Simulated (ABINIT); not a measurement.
# V (Im-3m) in ABINIT: phonons at a zone-boundary q with PBEsol

Aim: the phonons at a zone-boundary q of V with PBEsol.

Program: ABINIT 10.8.3 (patched build). These are calculated values, not measurements. Logs are shortened: lines on timing, memory, paths and dates and some standing lists are left out, and cuts for length are marked. The log counts tension as positive stress, the text compression.

## 1. The undisturbed crystal

Symmetry: Im-3m, No. 229, cubic system. Conventional cell: a = 3.029 Å, b = 3.029 Å, c = 3.029 Å, α = 90.00°, β = 90.00°, γ = 90.00°. V (site symmetry m-3m) has 8 V at 2.62 Å as nearest neighbours.

## 2. Phonons at a zone-boundary q, PBEsol, collinear spin, ferromagnetic start (cell relaxed at zero pressure by an earlier run)

Contents of run.abi:

```
# Datasets
ndtset 2

# Pseudopotentials
pp_dirpath "./"
pseudos "V.GGA_PBE-JTH.xml"

# Structure
acell 3*1.0
rprim
    -2.7953122121     2.7953122121     2.7953122121
     2.7953122121    -2.7953122121     2.7953122121
     2.7953122121     2.7953122121    -2.7953122121
ntypat 1
znucl 23
natom 1
typat 1
chkprim 0
chksymtnons 0
tolsym 1.0e-6
xred
            0.0            0.0            0.0

# Plane-wave basis
ecut 15.0
pawecutdg 30.0
pawxcdev 0
ecutsm 0.5

# k points
ngkpt 14 14 14
nshiftk 1
shiftk 0.0 0.0 0.0

# Exchange and correlation
ixc -116133

# Bands and occupations
nband 15
occopt 3
tsmear 0.00367493

# Spin
nsppol 2
spinat
     0.0000000000     0.0000000000     2.0000000000

# SCF cycle
nstep 80

# Output
prteig 0
prtebands 0
prtwf 0
prtden 0
prtpot 0

# Dataset 1: ground state
kptopt1 1
tolvrs1 1.0e-11
prtwf1 1
tolwfr1 1.0e-14
nbdbuf1 4
nline1 6

# Dataset 2: atomic displacements at q = 0.5 -0.5 0.5
rfphon2 1
rfatpol2 1 1
rfdir2 1 1 1
getwfk2 1
kptopt2 3
nqpt2 1
qpt2 1/2 -1/2 1/2
tolvrs2 1.0e-9
```

Potentials or basis: JTH PAW PBE v2.0.

On the command line:

```bash
$ mpirun --bind-to none -np 4 abinit run.abi > log 2>&1
```

run.abo:

```text
.Version 10.8.3 of ABINIT
 DATASET    1 : space group Im -3 m (#229); Bravais cI (body-center cubic)
================================================================================
 Values of the parameters that define the memory need for DATASET  1.
     intxc =       0    ionmov =       0      iscf =      17    lmnmax =      18
     lnmax =       6     mgfft =      18  mpssoang =       3    mqgrid =    3001
     natom =       1  nloc_mem =       2    nspden =       2   nspinor =       1
    nsppol =       2      nsym =      48    n1xccc =       1    ntypat =       1
    occopt =       3   xclevel =       2
       mpw =         250          nfft =        5832          nkpt =         104
 PAW method is used; the additional fine FFT grid is defined by:
   mgfftf=        24    nfftf =     13824
================================================================================
================================================================================

 DATASET    2 : space group Im -3 m (#229); Bravais cI (body-center cubic)
================================================================================
 Values of the parameters that define the memory need for DATASET  2 (RF).
     intxc =       0      iscf =       7    lmnmax =      18     lnmax =       6
     mgfft =      18  mpssoang =       3    mqgrid =    3001     natom =       1
  nloc_mem =       2    nspden =       2   nspinor =       1    nsppol =       2
      nsym =      48    n1xccc =       1    ntypat =       1    occopt =       3
   xclevel =       2
      nfft =        5832          nkpt =        2744
================================================================================
================================================================================

--------------------------------------------------------------------------------
------------- Echo of variables that govern the present computation ------------
--------------------------------------------------------------------------------
 -outvars: echo values of preprocessed input variables --------
            acell      1.0000000000E+00  1.0000000000E+00  1.0000000000E+00 Bohr
              amu      5.09415000E+01
          chkprim           0
      chksymtnons           0
             ecut      1.50000000E+01 Hartree
           ecutsm      5.00000000E-01 Hartree
           getwfk1          0
           getwfk2          1
             iscf1         17
             iscf2          7
                       outvar_i_n : Printing only first  50 k-points.
              ixc     -116133
           jdtset        1    2
                       outvar_i_n : Printing only first  50 k-points.
           kptopt1          1
           kptopt2          3
         kptrlatt       14    0    0      0   14    0      0    0   14
          kptrlen      6.77827188E+01
            natom           1
            nband1         15
            nband2         15
           nbdbuf1          4
           nbdbuf2          2
           ndtset           2
            ngfft          18      18      18
          ngfftdg1         24      24      24
          ngfftdg2         27      27      27
             nkpt1        104
             nkpt2       2744
            nline1          6
            nline2          4
             nqpt1          0
             nqpt2          1
           nspden           2
           nsppol           2
            nstep          80
             nsym          48
           ntypat           1
                       prtocc : prtvol=0, do not print more k-points.
                       1.000000  1.000000  1.000000  1.000000  1.000000  1.000000
                       1.000000  0.000000  0.000000  0.000000  0.000000  0.000000
                       0.000000  0.000000  0.000000
                       1.000000  1.000000  1.000000  1.000000  1.000000  1.000000
                       1.000000  0.000000  0.000000  0.000000  0.000000  0.000000
                       0.000000  0.000000  0.000000
                       1.000000  1.000000  1.000000  1.000000  1.000000  1.000000
[... 560 lines left out ...]

 getcut: wavevector=  0.5000 -0.5000  0.5000  ngfft=  27  27  27
         ecut(hartree)=     30.000   => boxcut(ratio)=   2.09757
--------------------------------------------------------------------------------

 ==>  initialize data related to q vector <==

 The list of irreducible perturbations for this q vector is:
    1)    idir= 1    ipert=   1

================================================================================

 The perturbation idir=   2  ipert=   1 is
 symmetric of a previously calculated perturbation.
 So, its SCF calculation is not needed.

 The perturbation idir=   3  ipert=   1 is
 symmetric of a previously calculated perturbation.
 So, its SCF calculation is not needed.

--------------------------------------------------------------------------------
 Perturbation wavevector (in red.coord.)   0.500000 -0.500000  0.500000
 Perturbation : displacement of atom   1   along direction   1
 Found     2 symmetries that leave the perturbation invariant.
 symkpt : the number of k-points, thanks to the symmetries,
 is reduced to  1470 .

--------------------------------------------------------------------------------

--------------------------------------------------------------------------------

 dfpt_looppert : total number of electrons, from k and k+q
  fully or partially occupied states are    1.300000E+01 and    1.300000E+01.
 Initialisation of the first-order wave-functions :
  ireadwf=   0

--- !BeginCycle
iteration_state: {dtset: 2, }
solver: {iscf: 7, nstep: 80, nline: 4, wfoptalg: 10, }
tolerances: {tolvrs: 1.00E-09, }
...

     iter   2DEtotal(Ha)        deltaE(Ha) residm    vres2    difmagsph maxmagsph
-ETOT  1   1212.3727433966     -5.340E+02 2.617E+00 7.131E+06 2.161E+01 9.586E-06
 ETOT  2   34.152297414098     -1.178E+03 7.330E-01 1.229E+05 8.851E+00 2.150E-06
 ETOT  3   4.7940685126211     -2.936E+01 4.359E-02 7.583E+03 4.720E-01 6.189E-06
 ETOT  4   3.6463205094062     -1.148E+00 8.793E-04 8.123E+01 3.051E-01 1.799E-06
 ETOT  5   3.6420478746343     -4.273E-03 3.125E-05 6.652E+00 1.404E-02 2.877E-07
 ETOT  6   3.6423253531796      2.775E-04 1.591E-07 7.816E+00 3.433E-02 2.632E-07
 ETOT  7   3.6404861905883     -1.839E-03 4.240E-07 2.917E-01 1.876E-02 2.567E-07
 ETOT  8   3.6404210856965     -6.510E-05 3.401E-08 1.197E-01 4.237E-03 2.814E-07
 ETOT  9   3.6403928638558     -2.822E-05 6.249E-10 4.225E-03 2.458E-03 2.889E-07
 ETOT 10   3.6403939286090      1.065E-06 1.624E-11 9.135E-03 3.849E-04 2.885E-07
 ETOT 11   3.6403917853370     -2.143E-06 4.226E-11 5.778E-05 7.066E-04 2.680E-07
 ETOT 12   3.6403918319040      4.657E-08 2.560E-12 2.622E-04 1.735E-04 2.473E-07
 ETOT 13   3.6403917725577     -5.935E-08 4.589E-13 1.740E-05 8.080E-05 2.336E-07
 ETOT 14   3.6403917703169     -2.241E-09 1.503E-14 7.240E-06 8.097E-06 2.051E-07
 ETOT 15   3.6403917689684     -1.349E-09 7.046E-15 1.400E-06 1.021E-05 1.883E-07
 ETOT 16   3.6403917686516     -3.167E-10 3.736E-15 3.527E-08 6.849E-06 1.572E-07
 ETOT 17   3.6403917686455     -6.139E-12 9.166E-17 1.000E-08 5.766E-07 1.458E-07
 ETOT 18   3.6403917686437     -1.819E-12 9.577E-17 5.664E-09 1.227E-06 1.272E-07
 ETOT 19   3.6403917686373     -6.366E-12 2.669E-17 4.267E-10 6.660E-07 1.249E-07

 At SCF step   19       vres2   =  4.27E-10 < tolvrs=  1.00E-09 =>converged.
 Integrated electronic and magnetization densities in atomic spheres:
 ------------------------------------------------------------------------------------------------------------
 Radius=ratsph(iatom), smearing ratsm=  0.0000. Diff(up-dn)=approximate z local magnetic moment.
 Real part of magnetization:
    Atom    Radius    up_density   dn_density  Total(up+dn)  Diff(up-dn)
    1  V   2.21063    -0.000000    -0.000000     -0.000000    -0.000000
 ------------------------------------------------------------------------------------------------------------
  Sum:                -0.000000    -0.000000     -0.000000    -0.000000
 Total magnetization (from the atomic spheres):               -0.000000
 Total magnetization (exact up - dn):                         -0.000000

----------------------------
 Imaginary part of magnetization:
    Atom    Radius    up_density   dn_density  Total(up+dn)  Diff(up-dn)
    1  V   2.21063   -11.983327   -11.983327    -23.966654    -0.000000
 ------------------------------------------------------------------------------------------------------------
  Sum:               -11.983327   -11.983327    -23.966654    -0.000000
 Total magnetization (from the atomic spheres):               -0.000000
 Total magnetization (exact up - dn):                          0.000000

================================================================================

 ----iterations are completed or convergence reached----

 Mean square residual over all n,k,spin=   63.123E-19; max=  26.691E-18

 2DEtotal=    0.3640391769E+01 Ha. Also 2DEtotal=    0.990601065031E+02 eV
    (2DErelax=   -1.7427284371E+03 Ha. 2DEnonrelax=    1.7463688289E+03 Ha)
    (  non-var. 2DEtotal :    3.6403860671E+00 Ha)

================================================================================

 ---- first-order wavefunction calculations are completed ----

 ==> Compute Derivative Database <==

  Dynamical matrix, in cartesian coordinates,
   if specified in the inputs, asr has been imposed
     j1       j2             matrix element
  dir pert dir pert     real part    imaginary part

   1    1   1    1         0.1553009933         0.0000000134

   2    1   2    1         0.1553009933         0.0000000134

   3    1   3    1         0.1553009933         0.0000000134

  Phonon wavevector (reduced coordinates) :  0.50000 -0.50000  0.50000
 Phonon energies in Hartree :
   1.293216E-03  1.293216E-03  1.293216E-03
 Phonon frequencies in cm-1    :
   2.838282E+02  2.838282E+02  2.838282E+02

== END DATASET(S) ==============================================================
================================================================================

 -outvars: echo values of variables after computation  --------
            acell      1.0000000000E+00  1.0000000000E+00  1.0000000000E+00 Bohr
           etotal1    -7.2014131954E+01
           etotal2     3.6403917686E+00
            fcart1    -0.0000000000E+00 -0.0000000000E+00 -0.0000000000E+00
            fcart2     0.0000000000E+00  0.0000000000E+00  0.0000000000E+00
            rprim     -2.7953122121E+00  2.7953122121E+00  2.7953122121E+00
                       2.7953122121E+00 -2.7953122121E+00  2.7953122121E+00
                       2.7953122121E+00  2.7953122121E+00 -2.7953122121E+00
           strten1    -4.2880474618E-05 -4.2880474618E-05 -4.2880474618E-05
                       0.0000000000E+00  0.0000000000E+00  0.0000000000E+00
           strten2     0.0000000000E+00  0.0000000000E+00  0.0000000000E+00
                       0.0000000000E+00  0.0000000000E+00  0.0000000000E+00
 Calculation completed.
```

Run time: 3.3 min. Hardware: 4 MPI ranks of Arm Neoverse V1, shared host; peak memory 1.9 GiB.

What came out:

```yaml
Free_energy: -1959.6044 eV
Pressure: 1.3 GPa
Band_gap_on_the_k_mesh: none (metal or under the smearing width)
Net_moment: 0.00 μB per cell
Highest_phonon_frequency_at_the_q_point_run: 284 cm⁻¹
```

Phonon frequencies in cm⁻¹ (negative: imaginary):
```csv
q point,frequencies
"(0.500, -0.500, 0.500)",284 284 284
```

Caveat: this build's spin-polarised response under this functional may be imprecise; the PAW data sets were made with another functional, which shifts forces and pressure a little.
